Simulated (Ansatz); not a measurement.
# GaP (F-43m) in Ansatz: further runs

The runs below take GaP through single point, equation of state, with PBEsol.

Everything below comes from runs of Ansatz 0.2.0. Logs are shortened: lines on timing, memory, paths and dates and some standing lists are left out, and cuts for length are marked.

**What was measured.**

From “Phosphorous dimerization in GaP at high pressure”, 2017, arxiv:1709.06667, for a bulk crystal of GaP: bulk modulus 87.5 ± 0.6 GPa.

The results are compared with them further down.

### 1 Starting point

The structure is cubic, space group F-43m (No. 216). Conventional cell: a = 5.451 Å, b = 5.451 Å, c = 5.451 Å, α = 90.00°, β = 90.00°, γ = 90.00°. Around Ga (site symmetry -43m) lie 4 P at 2.36 Å. P (site symmetry -43m) is surrounded by 4 Ga at 2.36 Å.

### 2 Single point, PBEsol, 19.03 Å³/atom (volume scaled by 0.94)

Input file input.yaml:

```yaml
crystal:
  lattice:
    - [0.0, 2.6696170428, 2.6696170428]
    - [2.6696170428, 0.0, 2.6696170428]
    - [2.6696170428, 2.6696170428, 0.0]
  atoms:
    - { symbol: Ga, position: [0.0, 0.0, 0.0] }
    - { symbol: P, position: [0.75, 0.75, 0.75] }
hamiltonian:
  xc: pbesol
  pseudopotentials: { kind: paw }
kpoints:
  mp_grid: { grid: [8, 8, 8] }
scf:
  occupations: { method: fermi_dirac, width: 0.05 }
output:
  forces: true
  stress: true
  eigenvalues: true
```

Potentials or basis: Ansatz PAW.

On the command line:

```bash
$ ansatz run input.yaml --threads 2 --pin off --max-ram 5120MiB --backend cpu --events-out ev --progress --plain --runs-dir out
```

Output:

```text
Warning: RAYON_NUM_THREADS=2 ignored (pool sized by the plan → 2); use --threads N
Engine: ansatz 0.2.0, aarch64-unknown-linux-gnu
Pseudopotentials: kind: paw
Pseudopotential: Ga, paw, valence charge 13, recommended cutoff 420 eV (normal), Ga.paw.azcp
Pseudopotential: P, paw, valence charge 5, recommended cutoff 420 eV (normal), P.paw.azcp
Functional definition: PBEsol
  exchange = pbesol_x
  correlation = pbesol_c
Crystal: 2 atoms, lattice volume = 38.052 Å³
Basis set: ecut = 420 eV, 725 PW (Γ), exchange–correlation on 54×54×54 points (8 copies of the dense FFT grid, shifted against one another)
Bands: 13, of which v1, the nominal top of the filled ones, is band 9 counted from 1 (8 counted from 0)
Symmetry: 24 space group operations
Space group: F-43m (ITA 216), of the structure as read, at distance tolerance 3.4e-5 Å
k-points: 29 of 512 (time reversal used)
Non-local potential: Ga, projectors of the file, l = 0: 2, l = 1: 2, l = 2: 3, l = 3: 1
Non-local potential: P, projectors of the file, l = 0: 2, l = 1: 2, l = 2: 2
PAW form: soft (Blöchl's): semilocal exchange-correlation on the pseudo side does not see the compensation charge
PAW frozen core: Ga, regenerated for the run's functional, and the local potential with it (the file was generated under x = pbe(κ = 0.804, μ = 0.2195149727645171), c = pbe(β = 0.06672455060314922))
PAW frozen core: P, regenerated for the run's functional, and the local potential with it (the file was generated under x = pbe(κ = 0.804, μ = 0.2195149727645171), c = pbe(β = 0.06672455060314922))
PAW one-centre angular grid: Ga, 590 points (default); XC on 64 Gauss nodes
PAW one-centre angular grid: P, 110 points (default); XC on 64 Gauss nodes
Initial density: superposition of atomic densities (neutral atoms: chi_scale 0, normalization atom), corrected by the library's trained network
Initial wavefunctions: pseudopotential atomic-orbital guess
Functional: x = pbesol(κ = 0.804, μ = 0.12345679012345678), c = pbesol(β = 0.046)
SCF iter   1: F=—  HF=-4484.025696 eV  |F-HF|=—  |Δ(HF+E_count)|=         —  Δρ=4.52e-3  dr2=1.18e-2  ethr=1.77e-3  ⟨swp⟩=6.1  Hψ=2495  notcnv=0
preconditioner: auto → none  [insulator: Δε(μ)=1.319 eV  Ē_g=15.709 eV  σ=0.050 eV  W_gap=1.00  n_scr=14 (ndim 8)  ℏωp=25.5 eV  f_vac=0.006  D(μ)=0.00/eV (n_scr^D=0)  ε∞_Penn≈3.6]
SCF iter   2: F=—  HF=-4484.020912 eV  |F-HF|=—  |Δ(HF+E_count)|=   4.78e-3  Δρ=1.89e-3  dr2=9.14e-4  ethr=6.57e-5  ⟨swp⟩=2.1  Hψ=820  notcnv=0
SCF iter   3: F=—  HF=-4484.020727 eV  |F-HF|=—  |Δ(HF+E_count)|=   1.85e-4  Δρ=4.89e-4  dr2=9.30e-5  ethr=5.08e-6  ⟨swp⟩=2.0  Hψ=644  notcnv=0
SCF iter   4: F=—  HF=-4484.020689 eV  |F-HF|=—  |Δ(HF+E_count)|=   3.73e-5  Δρ=2.63e-4  dr2=1.54e-5  ethr=5.17e-7  ⟨swp⟩=2.0  Hψ=638  notcnv=0
SCF iter   5: F=—  HF=-4484.020696 eV  |F-HF|=—  |Δ(HF+E_count)|=   6.86e-6  Δρ=3.98e-5  dr2=2.91e-7  ethr=8.58e-8  ⟨swp⟩=2.0  Hψ=456  notcnv=0
SCF iter   6: F=-4484.020697 eV  HF=-4484.020697 eV  |F-HF|=1.49e-8  |Δ(HF+E_count)|=   2.61e-7  Δρ=8.86e-6  dr2=1.47e-8  ethr=5.56e-10  ⟨swp⟩=7.0  Hψ=2022  notcnv=0
SCF 1 converged in 6 iterations: F = -4484.020697 eV  dr2 = 1.47e-8
SCF converged after 6 iterations
Free energy (F): -4484.020697 eV
Harris-Foulkes:  -4484.020697 eV  (|F-HF|=1.49e-8)
Internal energy: -4484.020697 eV  (E = F + TS)
E sigma→0 (E₀):  -4484.020697 eV
Entropy (-TS):   -0.000000 eV (-0.000 meV/atom)
Fermi energy:    8.476478 eV
--- Per-component energies (eV) ---
  E_band       = -48.680010
  E_kinetic    = 188.135391
  E_local      = -2159.925001  (includes V_loc(G=0)·N_el)
  E_nonlocal   = 460.101280
  E_hartree    = 1000.693421
  E_xc         = -130.735948
  E_vxc        = -120.380639  (∫ρ·V_xc dr)
  E_paw        = -2503.199241  (= ΣΔE_a)
  E_vpaw       = -417.992746  (= ΣTr[D̂ρ^β])
  E_aug_tail   = -0.000122  (compensation charges beyond the density's cutoff)
  E_ewald      = -1339.999549
  E_core_change = 0.909074  (= ΣΔE_core)
  E_smearing   = -0.000000  (= −TS)
  E_closure    = -0.000000  (closes the sum)
  Σ components = -4484.020697   (vs F -4484.020697, Δ=0.00e0)
--- Forces (eV/Å), atoms counted from 1 ---
  atom   1  Ga    -0.00000000     0.00000000    -0.00000000
  atom   2  P      0.00000000    -0.00000000     0.00000000
  max |Σ_I F_I| component: 7.40e-17 eV/Å
--- Stress (GPa, compression-positive) ---
        5.311162       0.000000       0.000000
        0.000000       5.311162       0.000000
       -0.000000       0.000000       5.311162
  P = ⅓ Tr σ = 5.3112 GPa (53.112 kbar)
--- Band table (eV; the first three rows and the last of 29) ---
  k-point 0: bands = ["-6.8723", "-6.8723", "-6.8723", "-6.7517", "-6.7517", "-5.2021", "7.8039", "7.8039", "7.8039", "10.0596", "11.5975", "11.5975", "11.5975"]
  k-point 1: bands = ["-6.8913", "-6.8665", "-6.8665", "-6.7519", "-6.7519", "-4.9807", "6.1322", "7.5461", "7.5461", "10.5049", "11.9793", "11.9793", "12.3503"]
  k-point 2: bands = ["-6.9308", "-6.8542", "-6.8542", "-6.7503", "-6.7503", "-4.3543", "3.7424", "7.0713", "7.0713", "10.0830", "12.5032", "12.5032", "14.3776"]
  k-point 28: bands = ["-6.9939", "-6.8251", "-6.7999", "-6.7712", "-6.7414", "-1.7875", "0.9319", "3.8716", "4.0143", "12.4107", "12.8902", "13.8072", "13.9884"]
```

Wall time 1 s (2 threads of Arm Neoverse V1, shared host); peak memory 0.35 GiB.

What came out:

```
Free energy            : -4484.0207 eV
Pressure               : 5.3 GPa
Band gap on the k mesh : 1.38 eV, indirect (least direct gap 2.26 eV)
```

Caveat: the PAW data sets come from PBE, with cores solved anew for the run's functional, which leaves a small shift of forces and pressure.

### 3 Single point, PBEsol, 19.43 Å³/atom (volume scaled by 0.96)

input.yaml, as its differences from that of step 2:

```diff
@@ -2,5 +2,5 @@
   lattice:
-    - [0.0, 2.6696170428, 2.6696170428]
-    - [2.6696170428, 0.0, 2.6696170428]
-    - [2.6696170428, 2.6696170428, 0.0]
+    - [0.0, 2.6884177822, 2.6884177822]
+    - [2.6884177822, 0.0, 2.6884177822]
+    - [2.6884177822, 2.6884177822, 0.0]
   atoms:
@@ -19 +19,5 @@
   eigenvalues: true
+  write_density: true
+  write_potential: true
+  elf: true
+  volumetric_format: npy
```

Potentials or basis: Ansatz PAW.

On the command line:

```bash
$ ansatz run input.yaml --threads 2 --pin off --max-ram 5120MiB --backend cpu --events-out ev --progress --plain --runs-dir out
```

Wall time 1.4 s (2 threads of Arm Neoverse V1, shared host); peak memory 0.36 GiB.

The run converged. Its results:

```yaml
Free_energy: -4484.0419 eV
Pressure: 3.1 GPa
Band_gap_on_the_k_mesh: 1.43 eV, indirect (least direct gap 2.08 eV)
```

Caveat: the PAW data sets come from PBE, with cores solved anew for the run's functional, which leaves a small shift of forces and pressure.

### 4 Single point, PBEsol, 19.84 Å³/atom (volume scaled by 0.98)

Input file input.yaml:

```yaml
crystal:
  lattice:
    - [0.0, 2.7069591804, 2.7069591804]
    - [2.7069591804, 0.0, 2.7069591804]
    - [2.7069591804, 2.7069591804, 0.0]
  atoms:
    - { symbol: Ga, position: [0.0, 0.0, 0.0] }
    - { symbol: P, position: [0.75, 0.75, 0.75] }
hamiltonian:
  xc: pbesol
  pseudopotentials: { kind: paw }
kpoints:
  mp_grid: { grid: [8, 8, 8] }
scf:
  occupations: { method: fermi_dirac, width: 0.05 }
output:
  forces: true
  stress: true
  eigenvalues: true
```

On the command line:

```bash
$ ansatz run input.yaml --threads 2 --pin off --max-ram 5120MiB --backend cpu --events-out ev --progress --plain --runs-dir out
```

Wall time 1.1 s (2 threads of Arm Neoverse V1, shared host); peak memory 0.35 GiB.

It converged, with:

| Quantity | Value |
| --- | --- |
| Free energy | -4484.0528 eV |
| Pressure | 1.2 GPa |
| Band gap on the k mesh | 1.47 eV, indirect (least direct gap 1.91 eV) |

Caveat: the PAW data sets come from PBE, with cores solved anew for the run's functional, which leaves a small shift of forces and pressure.

### 5 Single point, PBEsol, 20.24 Å³/atom

input.yaml, as its differences from that of step 4:

```diff
@@ -2,5 +2,5 @@
   lattice:
-    - [0.0, 2.7069591804, 2.7069591804]
-    - [2.7069591804, 0.0, 2.7069591804]
-    - [2.7069591804, 2.7069591804, 0.0]
+    - [0.0, 2.72525, 2.72525]
+    - [2.72525, 0.0, 2.72525]
+    - [2.72525, 2.72525, 0.0]
   atoms:
@@ -19 +19,5 @@
   eigenvalues: true
+  write_density: true
+  write_potential: true
+  elf: true
+  volumetric_format: npy
```

On the command line:

```bash
$ ansatz run input.yaml --threads 2 --pin off --max-ram 5120MiB --backend cpu --events-out ev --progress --plain --runs-dir out
```

It took 1.4 s on 2 threads of Arm Neoverse V1, shared host; peak memory 0.36 GiB.

The run converged. Its results:

```
Free energy            : -4484.0543 eV
Pressure               : -0.6 GPa
Band gap on the k mesh : 1.51 eV, indirect (least direct gap 1.74 eV)
```

Caveat: the PAW data sets come from PBE, with cores solved anew for the run's functional, which leaves a small shift of forces and pressure.

### 6 Single point, PBEsol, 20.65 Å³/atom (volume scaled by 1.02)

Input file input.yaml:

```yaml
crystal:
  lattice:
    - [0.0, 2.7432985392, 2.7432985392]
    - [2.7432985392, 0.0, 2.7432985392]
    - [2.7432985392, 2.7432985392, 0.0]
  atoms:
    - { symbol: Ga, position: [0.0, 0.0, 0.0] }
    - { symbol: P, position: [0.75, 0.75, 0.75] }
hamiltonian:
  xc: pbesol
  pseudopotentials: { kind: paw }
kpoints:
  mp_grid: { grid: [8, 8, 8] }
scf:
  occupations: { method: fermi_dirac, width: 0.05 }
output:
  forces: true
  stress: true
  eigenvalues: true
```

Potentials or basis: Ansatz PAW.

On the command line:

```bash
$ ansatz run input.yaml --threads 2 --pin off --max-ram 5120MiB --backend cpu --events-out ev --progress --plain --runs-dir out
```

It took 1.1 s on 2 threads of Arm Neoverse V1, shared host; peak memory 0.35 GiB.

The run converged. Its results:

```
Free energy            : -4484.0475 eV
Pressure               : -2.1 GPa
Band gap on the k mesh : 1.52 eV, indirect (least direct gap 1.58 eV)
```

Caveat: the PAW data sets come from PBE, with cores solved anew for the run's functional, which leaves a small shift of forces and pressure.

### 7 Single point, PBEsol, 21.05 Å³/atom (volume scaled by 1.04)

input.yaml, as its differences from that of step 6:

```diff
@@ -2,5 +2,5 @@
   lattice:
-    - [0.0, 2.7432985392, 2.7432985392]
-    - [2.7432985392, 0.0, 2.7432985392]
-    - [2.7432985392, 2.7432985392, 0.0]
+    - [0.0, 2.7611126653, 2.7611126653]
+    - [2.7611126653, 0.0, 2.7611126653]
+    - [2.7611126653, 2.7611126653, 0.0]
   atoms:
@@ -19 +19,5 @@
   eigenvalues: true
+  write_density: true
+  write_potential: true
+  elf: true
+  volumetric_format: npy
```

On the command line:

```bash
$ ansatz run input.yaml --threads 2 --pin off --max-ram 5120MiB --backend cpu --events-out ev --progress --plain --runs-dir out
```

Run time: 1.4 s. Hardware: 2 threads of Arm Neoverse V1, shared host; peak memory 0.36 GiB.

The run converged. Its results:

- Free energy: -4484.0332 eV
- Pressure: -3.5 GPa
- Band gap on the k mesh: 1.43 eV, direct

Caveat: the PAW data sets come from PBE, with cores solved anew for the run's functional, which leaves a small shift of forces and pressure.

### 8 Single point, PBEsol, 21.45 Å³/atom (volume scaled by 1.06)

Input file input.yaml:

```yaml
crystal:
  lattice:
    - [0.0, 2.7786998443, 2.7786998443]
    - [2.7786998443, 0.0, 2.7786998443]
    - [2.7786998443, 2.7786998443, 0.0]
  atoms:
    - { symbol: Ga, position: [0.0, 0.0, 0.0] }
    - { symbol: P, position: [0.75, 0.75, 0.75] }
hamiltonian:
  xc: pbesol
  pseudopotentials: { kind: paw }
kpoints:
  mp_grid: { grid: [8, 8, 8] }
scf:
  occupations: { method: fermi_dirac, width: 0.05 }
output:
  forces: true
  stress: true
  eigenvalues: true
```

On the command line:

```bash
$ ansatz run input.yaml --threads 2 --pin off --max-ram 5120MiB --backend cpu --events-out ev --progress --plain --runs-dir out
```

Wall time 1.1 s (2 threads of Arm Neoverse V1, shared host); peak memory 0.35 GiB.

Results (log left out):

- Free energy: -4484.0122 eV
- Pressure: -4.8 GPa
- Band gap on the k mesh: 1.27 eV, direct

Caveat: the PAW data sets come from PBE, with cores solved anew for the run's functional, which leaves a small shift of forces and pressure.

### 9 Equation of state, PBEsol

Potentials or basis: Ansatz PAW.

No new run: the results of the series are fitted here.

What came out:

```
Equilibrium volume                      : 20.11 Å³/atom
Bulk modulus                            : 85 GPa
Pressure derivative of the bulk modulus : 4.5
```

Energy against volume, from the lowest point:
```csv
volume (Å³/atom),energy (meV/atom)
19.026,16.81
19.431,6.18
19.836,0.76
20.240,0.00
20.645,3.42
21.050,10.58
21.455,21.08
```

### 10 Against experiment

Step 9. A measured bulk modulus of GaP is 87.5 GPa (“Phosphorous dimerization in GaP at high pressure”, 2017, arxiv:1709.06667); the calculated 85 GPa misses it by -2.8 %. The fit is for a static lattice scaled at fixed shape and fixed fractional positions.
